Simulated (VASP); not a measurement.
Ge, 2 atoms in the cell. Symmetry: Fd-3m, No. 227, cubic system. The conventional cell has a = 5.926 Å, b = 5.926 Å, c = 5.926 Å, α = 90.00°, β = 90.00°, γ = 90.00°. Ge (site symmetry -43m) has 4 Ge at 2.57 Å as nearest neighbours.  The cell isn't the ideal one: a relaxed cell with its volume scaled by 1.09.

* Program: VASP 6.6.1
* Task: single point
* Functional: PBE
* Potentials or basis: VASP PAW PBE potentials, release 64 (Ge_d)
* Cutoff: 350 eV
* k mesh: 10 × 10 × 10
* Occupations: gaussian, width 0.02 eV
* Spin: no spin polarisation
* Further INCAR settings: ALGO = Normal; EDIFF = 1e-07; NBANDS = 21

Potentials or basis: VASP PAW PBE potentials, release 64 (Ge_d).

The run is started by

```console
$ cat potpaw_PBE.64/Ge_d/POTCAR > POTCAR
$ mpirun -np 1 vasp_std > vasp.out
```

Hardware: 1 thread of Intel(R) Xeon(R) 6975P-C (Granite Rapids), on a shared host.

Task: Estimate the wall time of this run.

Result: Wall time 15 s on 1 thread of Intel(R) Xeon(R) 6975P-C (Granite Rapids), on a shared host, peak memory 0.15 GiB. Counts: scf iterations 12, k points 47.
